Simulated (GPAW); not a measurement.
C:

```
C
1.0
     2.52211    0.00000    0.00000
     1.26105    2.18421    0.00000
     1.26105    0.72807    2.05929
C
2
Direct
  0.49248 0.38838 0.46666
  0.75752 0.86162 0.78334
```

This isn't the form of C at room conditions, which is graphite.

The cell isn't the ideal one: all atoms moved at random, sigma 0.25 Å a component.

* Program: GPAW 26.7.0
* Task: relaxation of the atoms
* Functional: vdW-DF-cx
* Potentials or basis: GPAW PAW data sets (gpaw-data 1.2.1)
* Cutoff: 800 eV
* Basis: pw
* k mesh: 11 × 11 × 11
* Occupations: fermi-dirac, width 0.05 eV
* Spin: no spin polarisation

At the start: volume 5.67 Å³/atom.

Question: Where does the relaxation end?

Answer: Over 11 steps the energy falls by 1956.8 meV/atom; space group Fd-3m (No. 227, to 0.05 Å).

Step by step:
| step | energy change (eV) | largest force (eV/Å) |
| --- | --- | --- |
| 1 | 0.0000 | 15.8614 |
| 2 | -1.5390 | 5.7261 |
| 3 | -1.9908 | 3.4171 |
| 4 | -2.4958 | 5.3931 |
| 5 | -3.1635 | 8.0665 |
| 6 | -3.6336 | 4.8131 |
| 7 | -3.7970 | 3.0782 |
| 8 | -3.8527 | 2.1511 |
| 9 | -3.9121 | 0.3315 |
| 10 | -3.9135 | 0.0785 |
| 11 | -3.9136 | 0.0088 |

Final structure:
```
C
1.0
     2.52211    0.00000    0.00000
     1.26105    2.18421    0.00000
     1.26105    0.72807    2.05929
C
2
Direct
  0.49996 0.50005 0.50002
  0.75004 0.74995 0.74998
```

Caveat: later steps reuse the first step's grids; the PAW data sets were made with another functional, which shifts forces and pressure a little.
